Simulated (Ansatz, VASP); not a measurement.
# Ti: VASP beside Ansatz

```
CELL_PARAMETERS angstrom
0.00000 2.15255 2.15255
2.15255 0.00000 2.15255
2.15255 2.15255 0.00000
ATOMIC_POSITIONS crystal
Ti 0.00000 0.00000 0.00000
```

Alike in both runs: task single point; functional revPBE; k mesh 15 × 15 × 15; occupations fermi-dirac, width 0.1 eV; no spin polarisation.

|  | VASP | Ansatz |
| --- | --- | --- |
| version | VASP 6.6.1 | Ansatz 0.2.0 |
| potentials or method | VASP PAW PBE potentials, release 64 (Ti_sv) | plane waves (420 eV) with PAW, scalar-relativistic |
| plane-wave cutoff (eV) | 520 | 420 |
| valence electrons in the cell | 12 | 12 |

|  | VASP | Ansatz | Ansatz less VASP |
| --- | --- | --- | --- |
| pressure (GPa) | -9.6 | -9.4 | +0.12 |

Caveats: the PAW data sets were made with another functional, which shifts forces and pressure a little (VASP).
